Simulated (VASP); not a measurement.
# Sn (I4_1/amd) in VASP: settings compared, part 2 of 2

VASP 6.6.1. Earlier steps stand in the parts before.

## 5. Relaxation of cell and atoms, PBEsol

INCAR reads:

```
SYSTEM = Sn
ALGO = Normal
EDIFF = 1E-7
EDIFFG = -0.005
ENCUT = 580
GGA = PS
IBRION = 2
ISIF = 3
ISMEAR = 0
LASPH = .True.
LCHARG = .False.
LREAL = .False.
LWAVE = .False.
NELM = 100
NSW = 90
PREC = Accurate
SIGMA = 0.1
```

KPOINTS reads:

```
k-points
0
Gamma
  16 16 16
  0 0 0
```

POSCAR reads:

```
Sn
1.0
   -2.9161500000      2.9161500000      1.5911500000
    2.9161500000     -2.9161500000      1.5911500000
    2.9161500000      2.9161500000     -1.5911500000
Sn
2
Direct
    0.0000000000      0.0000000000      0.0000000000
    0.7500000000      0.2500000000      0.5000000000
```

Potentials or basis: VASP PAW PBE potentials, release 64 (Sn).

On the command line:

```sh
$ cat potpaw_PBE.64/Sn/POTCAR > POTCAR
$ mpirun -np 1 vasp_std > vasp.out
```

It took 2.4 min on 1 thread of Intel Xeon 6975P-C (Granite Rapids), shared host; peak memory 0.34 GiB.

The run converged. Its results:

```
Free energy                            : -8.4934 eV
Relaxed volume                         : 26.91 Å³/atom
Relaxed cell                           : a = 4.422 Å, b = 4.422 Å, c = 4.422 Å, α = 97.30°, β = 97.30°, γ = 138.23°
Space group after relaxing (to 0.05 Å) : I4_1/amd (No. 141)
Energy gained by relaxing              : 0.7 meV/atom
Ionic steps                            : 4
Pressure after relaxing                : 0.0 GPa
Band gap on the k mesh                 : none (metal or under the smearing width)
```

Step by step:
```csv
step,energy change (eV),largest force (eV/Å),pressure (GPa),volume (Å³)
1,0.0000,0.0000,-0.30,54.12
2,-0.0012,0.0000,0.10,53.73
3,-0.0012,0.0000,0.16,53.68
4,-0.0013,0.0000,0.00,53.82
```

Final structure:
```
Sn
1.0
    -2.92154    2.92154    1.57651
     2.92154   -2.92154    1.57651
     2.92154    2.92154   -1.57651
Sn
2
Direct
  0.00000 0.00000 0.00000
  0.75000 0.25000 0.50000
```

Levels at points of the mesh, in eV from the Fermi level:
| k point | band 1 | band 2 | band 3 | band 4 | band 5 | band 6 | band 7 | band 8 |
| --- | --- | --- | --- | --- | --- | --- | --- | --- |
| (0.00, 0.00, 0.00) | -11.22 | -3.72 | -2.05 | -2.05 | 2.88 | 6.19 | 6.19 | 7.05 |
| (0.50, 0.00, 0.00) | -6.90 | -5.41 | -2.33 | -1.77 | -1.13 | 2.22 | 2.85 | 4.71 |
| (0.50, 0.50, 0.00) | -8.97 | -8.97 | 0.54 | 0.54 | 1.50 | 1.50 | 6.20 | 6.20 |
| (0.50, 0.50, 0.50) | -7.66 | -7.66 | -4.89 | -4.89 | 5.24 | 5.24 | 9.36 | 9.36 |

Caveat: the PAW data sets were made with another functional, which shifts forces and pressure a little.

## 6. Relaxation of cell and atoms, PBEsol

Changes to INCAR since step 5:

```diff
@@ -4,3 +4,3 @@
 EDIFFG = -0.005
-ENCUT = 580
+ENCUT = 480
 GGA = PS
```

KPOINTS is that of step 5.

POSCAR is that of step 5.

Potentials or basis: VASP PAW PBE potentials, release 64 (Sn_d).

On the command line:

```sh
$ cat potpaw_PBE.64/Sn_d/POTCAR > POTCAR
$ mpirun -np 1 vasp_std > vasp.out
```

Wall time 4.2 min (1 thread of Intel Xeon 6975P-C (Granite Rapids), shared host); peak memory 0.37 GiB.

Results (log left out):

| Item | Value |
| --- | --- |
| Free energy | -8.5251 eV |
| Relaxed volume | 26.85 Å³/atom |
| Relaxed cell | a = 4.419 Å, b = 4.419 Å, c = 4.419 Å, α = 97.30°, β = 97.30°, γ = 138.23° |
| Space group after relaxing (to 0.05 Å) | I4_1/amd (No. 141) |
| Energy gained by relaxing | 0.8 meV/atom |
| Ionic steps | 5 |
| Pressure after relaxing | 0.0 GPa |
| Band gap on the k mesh | none (metal or under the smearing width) |

The path:
| step | energy change (eV) | largest force (eV/Å) | pressure (GPa) | volume (Å³) |
| --- | --- | --- | --- | --- |
| 1 | 0.0000 | 0.0000 | -0.42 | 54.12 |
| 2 | -0.0013 | 0.0000 | 0.15 | 53.57 |
| 3 | -0.0013 | 0.0000 | 0.15 | 53.57 |
| 4 | -0.0016 | 0.0000 | 0.02 | 53.68 |
| 5 | -0.0016 | 0.0000 | 0.01 | 53.69 |

Final structure:
```yaml
crystal:
  lattice:
    - [-2.91918, 2.91918, 1.57522]
    - [2.91918, -2.91918, 1.57522]
    - [2.91918, 2.91918, -1.57522]
  atoms:
    - { symbol: Sn, position: [0.00000, 0.00000, 0.00000] }
    - { symbol: Sn, position: [0.75000, 0.25000, 0.50000] }
```

Levels at points of the mesh, in eV from the Fermi level:
```csv
k point,band 12,band 13,band 14,band 15,band 16,band 17
"(0.00, 0.00, 0.00)",-3.73,-2.05,-2.05,2.90,6.18,6.18
"(0.50, 0.00, 0.00)",-5.42,-2.34,-1.77,-1.13,2.23,2.85
"(0.50, 0.50, 0.00)",-8.99,0.54,0.54,1.50,1.50,6.20
"(0.50, 0.50, 0.50)",-7.64,-4.89,-4.89,5.24,5.24,9.34
```

Caveat: the PAW data sets were made with another functional, which shifts forces and pressure a little.

## 7. Relaxation of cell and atoms, RPBE

Changes to INCAR since step 6:

```diff
@@ -4,4 +4,4 @@
 EDIFFG = -0.005
-ENCUT = 480
-GGA = PS
+ENCUT = 600
+GGA = RP
 IBRION = 2
```

KPOINTS is that of step 6.

POSCAR is that of step 6.

On the command line:

```sh
$ cat potpaw_PBE.64/Sn_d/POTCAR > POTCAR
$ mpirun -np 1 vasp_std > vasp.out
```

Run time: 13 min. Hardware: 1 thread of Intel Xeon 6975P-C (Granite Rapids), shared host; peak memory 0.49 GiB.

Results (log left out):

```
Free energy                            : -6.8770 eV
Relaxed volume                         : 29.26 Å³/atom
Relaxed cell                           : a = 4.545 Å, b = 4.545 Å, c = 4.545 Å, α = 97.33°, β = 97.33°, γ = 138.16°
Space group after relaxing (to 0.05 Å) : I4_1/amd (No. 141)
Energy gained by relaxing              : 26.6 meV/atom
Ionic steps                            : 7
Pressure after relaxing                : 0.0 GPa
Band gap on the k mesh                 : none (metal or under the smearing width)
```

Step by step:
| step | energy change (eV) | largest force (eV/Å) | pressure (GPa) | volume (Å³) |
| --- | --- | --- | --- | --- |
| 1 | 0.0000 | 0.0000 | 4.10 | 54.12 |
| 2 | -0.0500 | 0.0000 | -0.84 | 59.74 |
| 3 | -0.0531 | 0.0000 | 0.01 | 58.53 |
| 4 | -0.0531 | 0.0000 | -0.05 | 58.62 |
| 5 | -0.0532 | 0.0000 | -0.05 | 58.61 |
| 6 | -0.0532 | 0.0000 | -0.05 | 58.60 |
| 7 | -0.0532 | 0.0000 | 0.02 | 58.51 |

Final structure:
```
Sn
1.0
    -3.00215    3.00215    1.62303
     3.00215   -3.00215    1.62303
     3.00215    3.00215   -1.62303
Sn
2
Direct
  0.00000 0.00000 0.00000
  0.75000 0.25000 0.50000
```

Levels at points of the mesh, in eV from the Fermi level:
| k point | band 12 | band 13 | band 14 | band 15 | band 16 | band 17 |
| --- | --- | --- | --- | --- | --- | --- |
| (0.00, 0.00, 0.00) | -3.88 | -1.82 | -1.82 | 3.02 | 5.81 | 5.81 |
| (0.50, 0.00, 0.00) | -5.16 | -2.34 | -1.57 | -0.99 | 2.30 | 2.67 |
| (0.50, 0.50, 0.00) | -8.51 | 0.56 | 0.56 | 1.39 | 1.39 | 5.82 |
| (0.50, 0.50, 0.50) | -7.38 | -4.42 | -4.42 | 4.92 | 4.92 | 8.62 |

Caveat: the PAW data sets were made with another functional, which shifts forces and pressure a little. RPBE and its kin give volumes clearly too large for solids.

## 8. The runs side by side

| task | level | potentials or basis | cell | k mesh | cutoff (eV) | mesh quality | gap on the mesh (eV) | pressure (GPa) | relaxed volume (Å³/atom) |
| --- | --- | --- | --- | --- | --- | --- | --- | --- | --- |
| relaxation of cell and atoms | PBEsol | VASP PAW PBE potentials, release 64 (Sn_d) | relaxed | 16 × 16 × 16 | 300 | not flagged | none | 0.0 | 26.62 |
| relaxation of cell and atoms | PBEsol | VASP PAW PBE potentials, release 64 (Sn_d) | relaxed | 6 × 6 × 6 | 600 | coarse | none | 0.0 | 26.82 |
| single point | PBEsol | VASP PAW PBE potentials, release 64 (Sn_d) | as given | 16 × 16 × 16 | 520 | not flagged | none | -0.4 | - |
| relaxation of cell and atoms | PBEsol | VASP PAW PBE potentials, release 64 (Sn) | relaxed | 16 × 16 × 16 | 580 | not flagged | none | 0.0 | 26.91 |
| relaxation of cell and atoms | PBEsol | VASP PAW PBE potentials, release 64 (Sn_d) | relaxed | 16 × 16 × 16 | 480 | not flagged | none | 0.0 | 26.85 |
| relaxation of cell and atoms | RPBE | VASP PAW PBE potentials, release 64 (Sn_d) | relaxed | 16 × 16 × 16 | 600 | not flagged | none | 0.0 | 29.26 |

Alike in all rows: no spin polarisation; smearing gaussian 0.1 eV.

Caveats: some runs use coarse meshes; the PAW data sets were made with another functional, which shifts forces and pressure a little.

Absolute energies hang on the potentials; compare differences alone.
